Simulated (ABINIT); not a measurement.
# BN (P6_3/mmc) in ABINIT: reference runs

Reference runs on BN: the cell as given and a disturbed copy.

All numbers are computed with ABINIT 10.8.3 (patched build); they aren't measurements. Logs are shortened: lines on timing, memory, paths and dates and some standing lists are left out, and cuts for length are marked. The log counts tension as positive stress, the text compression.

## 1. The structure

It takes space group P6_3/mmc (No. 194, hexagonal). Conventional cell: a = 2.498 Å, b = 2.498 Å, c = 6.636 Å, α = 90.00°, β = 90.00°, γ = 120.00°. N (site symmetry -6m2) is surrounded by 3 B at 1.44 Å. B (site symmetry -6m2) has 3 N at 1.44 Å as nearest neighbours.

## 2. Single point, PBE

The input, run.abi:

```
# Pseudopotentials
pp_dirpath "./"
pseudos "N.GGA_PBE-JTH.xml, B.GGA_PBE-JTH.xml"

# Structure
acell 3*1.0 Angstrom
rprim
     2.4982400000     0.0000000000     0.0000000000
    -1.2491200000     2.1635393048     0.0000000000
     0.0000000000     0.0000000000     6.6357000000
ntypat 2
znucl 7 5
natom 4
typat 1 1 2 2
xred
     0.6666666667     0.3333333333     0.2500000000
     0.3333333333     0.6666666667     0.7500000000
     0.6666666667     0.3333333333     0.7500000000
     0.3333333333     0.6666666667     0.2500000000

# Plane-wave basis
ecut 26.0
pawecutdg 48.0
pawovlp 30

# k points
kptopt 1
ngkpt 12 12 4
nshiftk 1
shiftk 0.0 0.0 0.0

# Exchange and correlation
ixc 11

# Bands and occupations
nband 12
occopt 3
tsmear 0.00183747

# SCF cycle
nstep 100
tolvrs 1.0e-9

# Output
iomode 3
prtwf 0
prteig 0
prtebands 0
enunit 2
prtden 1
prtvha 1
prtvclmb 1
prtpot 1
```

Potentials or basis: JTH PAW PBE v2.0.

Command:

```bash
> abinit run.abi > log 2>&1
```

run.abo:

```text
.Version 10.8.3 of ABINIT
 Symmetries : space group P6_3/m m c (#194); Bravais hP (primitive hexag.)
================================================================================
 Values of the parameters that define the memory need of the present run
     intxc =       0    ionmov =       0      iscf =      17    lmnmax =       8
     lnmax =       4     mgfft =      60  mpssoang =       2    mqgrid =    3911
     natom =       4  nloc_mem =       2    nspden =       1   nspinor =       1
    nsppol =       1      nsym =      24    n1xccc =       1    ntypat =       2
    occopt =       3   xclevel =       2
       mpw =        1560          nfft =       34560          nkpt =          57
 PAW method is used; the additional fine FFT grid is defined by:
   mgfftf=        80    nfftf =     72000
================================================================================
================================================================================

--------------------------------------------------------------------------------
------------- Echo of variables that govern the present computation ------------
--------------------------------------------------------------------------------
 -outvars: echo values of preprocessed input variables --------
            acell      1.8897261259E+00  1.8897261259E+00  1.8897261259E+00 Bohr
              amu      1.40067400E+01  1.08110000E+01
             ecut      2.60000000E+01 Hartree
           enunit           2
                       outvar_i_n : Printing only first  50 k-points.
              ixc          11
                       outvar_i_n : Printing only first  50 k-points.
         kptrlatt       12    0    0      0   12    0      0    0    4
          kptrlen      5.01586226E+01
            natom           4
            nband          12
            ngfft          24      24      60
          ngfftdg          30      30      80
             nkpt          57
            nstep         100
             nsym          24
           ntypat           2
                       prtocc : prtvol=0, do not print more k-points.
           occopt           3
        pawecutdg      4.80000000E+01 Hartree
          pawovlp      3.0000000000E+01
         pawxcdev           0
        prtebands           0
           prteig           0
           prtpot           1
         prtvclmb           1
           prtvha           1
            prtwf           0
            rprim      2.4982400000E+00  0.0000000000E+00  0.0000000000E+00
                      -1.2491200000E+00  2.1635393048E+00  0.0000000000E+00
                       0.0000000000E+00  0.0000000000E+00  6.6357000000E+00
          spgroup         194
           tolvrs      1.00000000E-09
           tsmear      1.83747000E-03 Hartree
            typat      1  1  2  2
           useylm           1
                       outvars : Printing only first  50 k-points.
           xangst      1.2491200000E+00  7.2117976827E-01  1.6589250000E+00
                      -1.0976442755E-16  1.4423595365E+00  4.9767750000E+00
                       1.2491200000E+00  7.2117976827E-01  4.9767750000E+00
                      -1.0976442755E-16  1.4423595365E+00  1.6589250000E+00
            xcart      2.3604946984E+00  1.3628322496E+00  3.1349139134E+00
                      -2.0742470645E-16  2.7256644991E+00  9.4047417403E+00
                       2.3604946984E+00  1.3628322496E+00  9.4047417403E+00
                      -2.0742470645E-16  2.7256644991E+00  3.1349139134E+00
             xred      6.6666666667E-01  3.3333333333E-01  2.5000000000E-01
                       3.3333333333E-01  6.6666666667E-01  7.5000000000E-01
                       6.6666666667E-01  3.3333333333E-01  7.5000000000E-01
                       3.3333333333E-01  6.6666666667E-01  2.5000000000E-01
            znucl        7.00000    5.00000

================================================================================

 chkinp: Checking input parameters for consistency.

================================================================================
== DATASET  1 ==================================================================

--- !DatasetInfo
iteration_state: {dtset: 1, }
dimensions: {natom: 4, nkpt: 57, mband: 12, nsppol: 1, nspinor: 1, nspden: 1, mpw: 1560, }
cutoff_energies: {ecut:  26.0, pawecutdg:  48.0, }
electrons: {nelect:   1.60000000E+01, charge:   0.00000000E+00, occopt:   3.00000000E+00, tsmear:   1.83747000E-03, }
meta: {optdriver: 0, ionmov: 0, optcell: 0, iscf: 17, paral_kgb: 0, }
...

 Exchange-correlation functional for the present dataset will be:
  GGA: Perdew-Burke-Ernzerhof functional - ixc=11
  J.P.Perdew, K.Burke, M.Ernzerhof, PRL 77, 3865 (1996)

 Real(R)+Recip(G) space primitive vectors, cartesian coordinates (Bohr,Bohr^-1):
 R(1)=  4.7209894  0.0000000  0.0000000  G(1)=  0.2118200  0.1222943  0.0000000
 R(2)= -2.3604947  4.0884967  0.0000000  G(2)=  0.0000000  0.2445887  0.0000000
 R(3)=  0.0000000  0.0000000 12.5396557  G(3)=  0.0000000  0.0000000  0.0797470
[... 91 lines left out ...]
...

 Integrated electronic density in atomic spheres:
 ------------------------------------------------
 Atom  Sphere_radius  Integrated_density
    1        1.20497          2.73298725
    2        1.20497          2.73298725
    3        1.70617          2.24765835
    4        1.70617          2.24765835

================================================================================

 ----iterations are completed or convergence reached----

 Mean square residual over all n,k,spin=   40.677E-08; max=  56.185E-06
 reduced coordinates (array xred) for    4 atoms
       0.666666666667      0.333333333333      0.250000000000
       0.333333333333      0.666666666667      0.750000000000
       0.666666666667      0.333333333333      0.750000000000
       0.333333333333      0.666666666667      0.250000000000
 rms dE/dt=  2.8496E-27; max dE/dt=  6.4623E-27; dE/dt below (all hartree)
    1      -0.000000000000     -0.000000000000      0.000000000000
    2       0.000000000000      0.000000000000      0.000000000000
    3       0.000000000000      0.000000000000      0.000000000000
    4       0.000000000000      0.000000000000      0.000000000000

 cartesian coordinates (angstrom) at end:
    1      1.24912000000000     0.72117976826667     1.65892500000000
    2     -0.00000000000000     1.44235953653333     4.97677500000000
    3      1.24912000000000     0.72117976826667     4.97677500000000
    4     -0.00000000000000     1.44235953653333     1.65892500000000

 cartesian forces (hartree/bohr) at end:
    1      0.00000000000000     0.00000000000000    -0.00000000000000
    2     -0.00000000000000    -0.00000000000000    -0.00000000000000
    3      0.00000000000000     0.00000000000000    -0.00000000000000
    4      0.00000000000000     0.00000000000000    -0.00000000000000
 frms,max,avg= 8.4340739E-28 1.7781944E-27   0.000E+00  0.000E+00  0.000E+00 h/b

 cartesian forces (eV/Angstrom) at end:
    1      0.00000000000000     0.00000000000000    -0.00000000000000
    2     -0.00000000000000    -0.00000000000000    -0.00000000000000
    3      0.00000000000000     0.00000000000000    -0.00000000000000
    4      0.00000000000000     0.00000000000000    -0.00000000000000
 frms,max,avg= 4.3369752E-26 9.1438433E-26   0.000E+00  0.000E+00  0.000E+00 e/A
 length scales=  1.889726125908  1.889726125908  1.889726125908 bohr
              =  1.000000000000  1.000000000000  1.000000000000 angstroms
 Fermi (or HOMO) energy (hartree) =   0.18944   Average Vxc (hartree)=  -0.37045
 Eigenvalues (hartree) for nkpt=  57  k points:
 kpt#   1, nband= 12, wtk=  0.00174, kpt=  0.0000  0.0000  0.0000 (reduced coord)
  -0.54030   -0.52947   -0.11429   -0.03619    0.06724    0.06724    0.06860    0.06860
   0.30934    0.49592    0.54202    0.54262
      occupation numbers for kpt#   1
   2.00000    2.00000    2.00000    2.00000    2.00000    2.00000    2.00000    2.00000
   0.00000    0.00000    0.00000    0.00000
 prteigrs : prtvol=0 or 1, do not print more k-points.

 Fermi (or HOMO) energy (eV) =   5.15497   Average Vxc (eV)= -10.08055
 Eigenvalues (   eV  ) for nkpt=  57  k points:
 kpt#   1, nband= 12, wtk=  0.00174, kpt=  0.0000  0.0000  0.0000 (reduced coord)
 -14.70231  -14.40768   -3.11011   -0.98478    1.82980    1.82980    1.86677    1.86677
   8.41765   13.49459   14.74903   14.76556
 prteigrs : prtvol=0 or 1, do not print more k-points.

--- !EnergyTerms
iteration_state     : {dtset: 1, }
comment             : Components of total free energy in Hartree
kinetic             :  1.57854533314521E+01
hartree             :  8.24560785696650E+00
xc                  : -7.75734427135736E+00
Ewald energy        : -1.83721330618544E+01
psp_core            :  9.63613656561790E-01
local_psp           : -2.76545208492549E+01
PAW spherical_terms :  2.82344099240358E+00
internal            : -2.59658823450827E+01
'-kT*entropy'       :  1.25327346604707E-15
total_energy        : -2.59658823450827E+01
total_energy_eV     : -7.06567653709743E+02
...

--- !EnergyTermsDC
iteration_state     : {dtset: 1, }
comment             : '"Double-counting" decomposition of free energy'
band_energy         : -2.34715816505813E+00
Ewald energy        : -1.83721330618544E+01
psp_core            :  9.63613656561790E-01
xc_dc               : -6.68462320633234E+00
PAW spherical_terms :  4.74420277158722E-01
internal            : -2.59658804995243E+01
'-kT*entropy'       :  1.25327346604707E-15
total_energy_dc     : -2.59658804995243E+01
total_energy_dc_eV  : -7.06567603489542E+02
...

--- !EnergyTermsWithPAWCore
iteration_state     : {dtset: 1, }
comment             : 'Components of total free energy, including PAW core contributions'
Total energy        : -1.59403390184384E+02
Total energy DC     : -1.59403388338825E+02
Total energy (eV)   : -4.33758721922608E+03
Total energy DC (eV): -4.33758716900588E+03
...

 Cartesian components of stress tensor (hartree/bohr^3)
  sigma(1 1)= -2.18640931E-04  sigma(3 2)=  0.00000000E+00
  sigma(2 2)= -2.18640932E-04  sigma(3 1)=  0.00000000E+00
  sigma(3 3)= -1.06900546E-04  sigma(2 1)=  0.00000000E+00

-Cartesian components of stress tensor (GPa)         [Pressure=  5.3368E+00 GPa]
- sigma(1 1)= -6.43263829E+00  sigma(3 2)=  0.00000000E+00
- sigma(2 2)= -6.43263829E+00  sigma(3 1)=  0.00000000E+00
- sigma(3 3)= -3.14512265E+00  sigma(2 1)=  0.00000000E+00

== END DATASET(S) ==============================================================
================================================================================

 -outvars: echo values of variables after computation  --------
            acell      1.8897261259E+00  1.8897261259E+00  1.8897261259E+00 Bohr
           etotal     -2.5965880500E+01
            fcart      1.0266410268E-27  1.6464763143E-27 -0.0000000000E+00
                      -1.2547834772E-27 -1.7781944195E-27 -0.0000000000E+00
                       1.1407122520E-28  6.5859052572E-29 -0.0000000000E+00
                       1.1407122520E-28  6.5859052572E-29 -0.0000000000E+00
            rprim      2.4982400000E+00  0.0000000000E+00  0.0000000000E+00
                      -1.2491200000E+00  2.1635393048E+00  0.0000000000E+00
                       0.0000000000E+00  0.0000000000E+00  6.6357000000E+00
           strten     -2.1864093147E-04 -2.1864093164E-04 -1.0690054614E-04
                       0.0000000000E+00  0.0000000000E+00  0.0000000000E+00
           xangst      1.2491200000E+00  7.2117976827E-01  1.6589250000E+00
                      -1.0976442755E-16  1.4423595365E+00  4.9767750000E+00
                       1.2491200000E+00  7.2117976827E-01  4.9767750000E+00
                      -1.0976442755E-16  1.4423595365E+00  1.6589250000E+00
             xred      6.6666666667E-01  3.3333333333E-01  2.5000000000E-01
                       3.3333333333E-01  6.6666666667E-01  7.5000000000E-01
                       6.6666666667E-01  3.3333333333E-01  7.5000000000E-01
                       3.3333333333E-01  6.6666666667E-01  2.5000000000E-01
 Calculation completed.
```

Wall time 35 s (1 thread of Arm Neoverse V1, shared host); peak memory 0.13 GiB.

Results:

```yaml
Free_energy: -706.5676 eV
Pressure: 5.3 GPa
Band_gap_on_the_k_mesh: 4.28 eV, indirect (least direct gap 4.65 eV)
```

Stress tensor (GPa, compression positive):
```
6.43 0.00 0.00
0.00 6.43 0.00
0.00 0.00 3.15
```

Caveat: this functional lacks dispersion, which binds the layers, so the pressure and a relaxed spacing across them are unreliable; the atomic spheres overlap. As with any semilocal functional, this PBE gap is likely too small.

(Part 1 of 2 ends here.)
